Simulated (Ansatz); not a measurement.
**Gd: strong compression**

Aim: compress Gd (sc type) step by step, far beyond the usual range, and follow pressure and electronic structure. The runs shown use LAPW and crystal datasets. Companion runs by PAW are cited. Its runs: the reference run (LAPW); volume scaled by 1 (crystal datasets); volume scaled by 0.88 (LAPW); volume scaled by 0.78 (LAPW); volume scaled by 0.68 (LAPW); volume scaled by 0.58 (LAPW); volume scaled by 0.5 (LAPW); volume scaled by 0.43 (LAPW and crystal datasets).

Program: Ansatz 0.2.0. Level of theory: DFT PBE, with the methods named in each step. These are calculated values, not measurements.

2 further runs of the same task are left out: 2 that didn't finish. Runs told in other sessions of the task aren't counted.

## (1) Starting point

It takes space group Pm-3m (No. 221, cubic). Conventional cell: a = 3.272 Å, b = 3.272 Å, c = 3.272 Å, α = 90.00°, β = 90.00°, γ = 90.00°. Gd (site symmetry m-3m) has 6 Gd at 3.27 Å in its first shell of neighbours.

Coordinates:

```xyz
1
Lattice="3.2725 0.0000 0.0000 0.0000 3.2725 0.0000 0.0000 0.0000 3.2725" Properties=species:S:1:pos:R:3 pbc="T T T"
Gd    0.0000    0.0000    0.0000
```

Whether this phase is the stable one at these pressures isn't tested.

## (2) The reference volume, LAPW

Contents of input.yaml:

```yaml
crystal:
  lattice:
    - [3.2724821218, 0.0, 0.0]
    - [0.0, 3.2724821218, 0.0]
    - [0.0, 0.0, 3.2724821218]
  atoms:
    - { symbol: Gd, position: [0.0, 0.0, 0.0], spin: 7.0 }
magnetization:
  spin_polarized: true
kpoints:
  mp_grid: { grid: [13, 13, 13] }
  band_path:
    path:
      - [0.0, 0.0, 0.0]
      - [0.0, 0.5, 0.0]
      - [0.5, 0.5, 0.0]
      - [0.0, 0.0, 0.0]
      - [0.5, 0.5, 0.5]
      - [0.0, 0.5, 0.0]
      - [0.5, 0.5, 0.5]
      - [0.5, 0.5, 0.0]
    npoints: 14
scf:
  occupations: { method: fermi_dirac, width: 0.08 }
hamiltonian:
  xc: pbe
  pseudopotentials: { kind: all_electron, lapw: { basis_error: 0.001 } }
output:
  forces: true
  stress: true
  eigenvalues: true
  populations: true
  dos: { projected: true, de: 0.2, e_range: [-14, 8] }
```

Launch:

```console
$ ansatz run input.yaml --threads 1 --pin off --max-ram 3072MiB --backend cpu --events-out ev --progress --plain --runs-dir out
```

## (3) Volume scaled by 1, crystal datasets

Contents of input.yaml:

```yaml
crystal:
  lattice:
    - [3.2724821218, 0.0, 0.0]
    - [0.0, 3.2724821218, 0.0]
    - [0.0, 0.0, 3.2724821218]
  atoms:
    - { symbol: Gd, position: [0.0, 0.0, 0.0], spin: 7.0 }
magnetization:
  spin_polarized: true
kpoints:
  mp_grid: { grid: [13, 13, 13] }
scf:
  occupations: { method: fermi_dirac, width: 0.08 }
hamiltonian:
  xc: pbe
  pseudopotentials: { kind: all_electron, datasets: crystal }
output:
  forces: true
  stress: true
  eigenvalues: true
```

## (4) Volume scaled by 0.88, LAPW

Contents of input.yaml:

```yaml
crystal:
  lattice:
    - [3.135967164, 0.0, 0.0]
    - [0.0, 3.135967164, 0.0]
    - [0.0, 0.0, 3.135967164]
  atoms:
    - { symbol: Gd, position: [0.0, 0.0, 0.0], spin: 7.0 }
magnetization:
  spin_polarized: true
kpoints:
  mp_grid: { grid: [13, 13, 13] }
scf:
  occupations: { method: fermi_dirac, width: 0.08 }
hamiltonian:
  xc: pbe
  pseudopotentials: { kind: all_electron, lapw: { basis_error: 0.001 } }
output:
  forces: true
  stress: true
  eigenvalues: true
  populations: true
```

## (5) Volume scaled by 0.78, LAPW

input.yaml: that of step 4 with these lines changed.

```diff
@@ -2,5 +2,5 @@
   lattice:
-    - [3.135967164, 0.0, 0.0]
-    - [0.0, 3.135967164, 0.0]
-    - [0.0, 0.0, 3.135967164]
+    - [3.0123734888, 0.0, 0.0]
+    - [0.0, 3.0123734888, 0.0]
+    - [0.0, 0.0, 3.0123734888]
   atoms:
```

## (6) Volume scaled by 0.68, LAPW

input.yaml: that of step 5 with these lines changed.

```diff
@@ -2,5 +2,5 @@
   lattice:
-    - [3.0123734888, 0.0, 0.0]
-    - [0.0, 3.0123734888, 0.0]
-    - [0.0, 0.0, 3.0123734888]
+    - [2.8777092989, 0.0, 0.0]
+    - [0.0, 2.8777092989, 0.0]
+    - [0.0, 0.0, 2.8777092989]
   atoms:
```

## (7) Volume scaled by 0.58, LAPW

Contents of input.yaml:

```yaml
crystal:
  lattice:
    - [2.7291031274, 0.0, 0.0]
    - [0.0, 2.7291031274, 0.0]
    - [0.0, 0.0, 2.7291031274]
  atoms:
    - { symbol: Gd, position: [0.0, 0.0, 0.0], spin: 7.0 }
magnetization:
  spin_polarized: true
kpoints:
  mp_grid: { grid: [13, 13, 13] }
  band_path:
    path:
      - [0.0, 0.0, 0.0]
      - [0.0, 0.5, 0.0]
      - [0.5, 0.5, 0.0]
      - [0.0, 0.0, 0.0]
      - [0.5, 0.5, 0.5]
      - [0.0, 0.5, 0.0]
      - [0.5, 0.5, 0.5]
      - [0.5, 0.5, 0.0]
    npoints: 8
scf:
  occupations: { method: fermi_dirac, width: 0.08 }
hamiltonian:
  xc: pbe
  pseudopotentials: { kind: all_electron, lapw: { basis_error: 0.001 } }
output:
  forces: true
  stress: true
  eigenvalues: true
  populations: true
  dos: { projected: true, de: 0.2, e_range: [-14, 8] }
```

## (8) Volume scaled by 0.5, LAPW

Contents of input.yaml:

```yaml
crystal:
  lattice:
    - [2.5973707813, 0.0, 0.0]
    - [0.0, 2.5973707813, 0.0]
    - [0.0, 0.0, 2.5973707813]
  atoms:
    - { symbol: Gd, position: [0.0, 0.0, 0.0], spin: 7.0 }
magnetization:
  spin_polarized: true
kpoints:
  mp_grid: { grid: [13, 13, 13] }
scf:
  occupations: { method: fermi_dirac, width: 0.08 }
hamiltonian:
  xc: pbe
  pseudopotentials: { kind: all_electron, lapw: { basis_error: 0.001 } }
output:
  forces: true
  stress: true
  eigenvalues: true
  populations: true
```

## (9) Volume scaled by 0.43, LAPW

Contents of input.yaml:

```yaml
crystal:
  lattice:
    - [2.4700179031, 0.0, 0.0]
    - [0.0, 2.4700179031, 0.0]
    - [0.0, 0.0, 2.4700179031]
  atoms:
    - { symbol: Gd, position: [0.0, 0.0, 0.0], spin: 7.0 }
magnetization:
  spin_polarized: true
kpoints:
  mp_grid: { grid: [13, 13, 13] }
  band_path:
    path:
      - [0.0, 0.0, 0.0]
      - [0.0, 0.5, 0.0]
      - [0.5, 0.5, 0.0]
      - [0.0, 0.0, 0.0]
      - [0.5, 0.5, 0.5]
      - [0.0, 0.5, 0.0]
      - [0.5, 0.5, 0.5]
      - [0.5, 0.5, 0.0]
    npoints: 8
scf:
  occupations: { method: fermi_dirac, width: 0.08 }
hamiltonian:
  xc: pbe
  pseudopotentials: { kind: all_electron, lapw: { basis_error: 0.001 } }
output:
  forces: true
  stress: true
  eigenvalues: true
  populations: true
  dos: { projected: true, de: 0.2, e_range: [-14, 8] }
```

## (10) Volume scaled by 0.43, crystal datasets

Contents of input.yaml:

```yaml
crystal:
  lattice:
    - [2.4700179031, 0.0, 0.0]
    - [0.0, 2.4700179031, 0.0]
    - [0.0, 0.0, 2.4700179031]
  atoms:
    - { symbol: Gd, position: [0.0, 0.0, 0.0], spin: 7.0 }
magnetization:
  spin_polarized: true
kpoints:
  mp_grid: { grid: [13, 13, 13] }
scf:
  occupations: { method: fermi_dirac, width: 0.08 }
hamiltonian:
  xc: pbe
  pseudopotentials: { kind: all_electron, datasets: crystal }
output:
  forces: true
  stress: true
  eigenvalues: true
```

(Steps that only read results are left out.)

Q: Predict the outcome of this session. Wanted: LAPW pressure at 0.43 of the volume; PAW pressure at 0.43 of the volume; PAW; crystal datasets pressure at 0.43 of the volume; fitted bulk modulus at zero pressure.

As calculated:

```
                                           quantity     value
                LAPW pressure at 0.43 of the volume  89.7 GPa
                 PAW pressure at 0.43 of the volume  89.5 GPa
PAW (level accurate) pressure at 0.43 of the volume  89.4 GPa
    crystal datasets pressure at 0.43 of the volume  89.7 GPa
        fitted bulk modulus at zero pressure (LAPW)  24.5 GPa
                            its pressure derivative      3.65
```

What this shows: By LAPW the pressure climbs to 90 GPa at 0.43 of the first volume. A third-order Birch-Murnaghan curve fits the range only roughly (B₀ = 24.5 GPa, B′ = 3.65, misfit at most 0.78 GPa). A fit over so wide a range leans to the high pressures, so B₀ can be off by several per cent. Where LAPW's pressure is over 3 GPa, PAW's departs from it by at most 0.3 %, at 0.43 of the volume. The largest moment goes from 7.60 to 6.36 μB. The ions are at rest, and the electrons smeared by 0.08 eV. Other magnetic orders may lie lower; this is the state that the run reached. Spin-orbit coupling is left out, though the cell holds Gd; in elements this heavy it can shift bands and gaps by tenths of an eV.
